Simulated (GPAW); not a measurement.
GaCuSe2 in GPAW: convergence with convergence criteria

GaCuSe2:

```
Se Ga Cu
1.0
     3.77442    0.00000    0.00000
     0.00000    3.77442    0.00000
     0.00000    0.00000    5.26589
Se Ga Cu
2 1 1
Direct
  0.50000 0.50000 0.00000
  0.00000 0.00000 0.50000
  0.50000 0.50000 0.50000
  0.00000 0.00000 0.00000
```

Measurements of this composition are mostly on another form, of space group No. 122.

| Quantity | Value |
| --- | --- |
| Program | GPAW 26.7.0 |
| Task | convergence study |
| Functional | PBE |
| Potentials or basis | GPAW PAW data sets (gpaw-data 1.2.1) |
| Cutoff | 600 eV |
| Basis | pw |
| k mesh | 5 × 5 × 4 |
| Occupations | fermi-dirac, width 0.05 eV |
| Spin | no spin polarisation |

These are the settings of the first run; the series varies convergence criteria, with any setting tied to it.

Hardware: 1 thread of Arm Neoverse V1, with other jobs on the host.

```tsv
convergence criteria	energy less the tightest run, at zero smearing (meV/atom)	SCF cycles	CPU time (s)	peak memory (GiB)
density=0.001 energy=0.01 eigenstates=0.0001	0.00	9	22	0.18
default	0.00	11	27	0.18
density=1e-05 energy=1e-05	0.00	13	29	0.18
density=1e-05 forces=0.0001	0.00	14	30	0.18
density=1e-06 energy=1e-06 eigenstates=1e-10	0.00	14	32	0.18
```

Against the tightest run, the energy stays within 1 meV/atom from density=0.001 energy=0.01 eigenstates=0.0001 on. The tightest run that finished is the yardstick and may itself not be fully converged.

Caveat, for the tightest run too: the run has no spin polarisation, though such a crystal can be magnetic.
